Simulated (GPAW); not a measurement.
Te2Mo in GPAW: convergence with bands over the usual count

Te2Mo, a slab with vacuum:

```
CELL_PARAMETERS angstrom
3.56023 0.00000 0.00000
-1.78012 3.08325 0.00000
0.00000 0.00000 17.52406
ATOMIC_POSITIONS crystal
Te 0.33333 0.66667 0.10214
Te 0.33333 0.66667 0.89786
Mo 0.00000 0.00000 0.00000
```

| Property | Result |
| --- | --- |
| Program | GPAW 26.7.0 |
| Task | convergence study |
| Functional | PBE |
| Potentials or basis | GPAW PAW data sets (gpaw-data 1.2.1) |
| Cutoff | 600 eV |
| Basis | pw |
| k mesh | 5 × 5 × 1 |
| Occupations | fermi-dirac, width 0.05 eV |
| Spin | no spin polarisation |

These are the settings of the first run; the series varies bands over the usual count, with any setting tied to it.

Hardware: 1 thread of Arm Neoverse V1 (shared host).

```csv
bands over the usual count,"energy less the tightest run, at zero smearing (meV/atom)",SCF cycles,CPU time (s),peak memory (GiB)
0.72,0.00,11,16,0.21
0.8,0.00,11,17,0.21
0.9,0.00,11,18,0.21
1,0.00,11,20,0.22
1.3,0.00,11,25,0.22
1.7,0.00,11,32,0.23
2.5,0.00,11,44,0.25
```

Against the tightest run, the energy stays within 1 meV/atom from 0.72 on. The tightest run that finished is the yardstick and may itself not be fully converged.

Caveat, for the tightest run too: the k mesh is coarse.
